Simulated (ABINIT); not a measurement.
Crystal: PtS2.

```xyz
3
Lattice="3.5432 0.0000 0.0000 -1.7716 3.0685 0.0000 0.0000 0.0000 5.0388" Properties=species:S:1:pos:R:3 pbc="T T T"
Pt    0.0000    0.0000    0.0000
S     1.7716    1.0228    3.8950
S     0.0000    2.0457    1.1438
```

Base run:

```yaml
Program: ABINIT 10.8.3 (patched build)
Functional: PBE0
Potentials_or_basis: SPMS NC PBE v1.0
Cutoff: 490 eV
k_mesh: 6 × 6 × 4
Occupations: fixed
Spin: no spin polarisation
```

Its results: band gap on the k mesh 2.36 eV, indirect (least direct gap 2.94 eV); pressure 5.9 GPa; largest force 0.833 eV/Å.

Task: The run is repeated on the same cell with these changes: functional from PBE0 to HSE06. What comes out?

Result: Band gap on the k mesh 1.70 eV, indirect (least direct gap 2.26 eV); pressure 7.2 GPa; largest force 0.996 eV/Å.

Caveats: the potentials were made for another functional, which shifts forces and pressure; spin-orbit coupling is left out, which moves the levels of the heavy elements; Libxc's HSE differs a little from that of other programs (some runs).

A k mesh can miss the band edges.
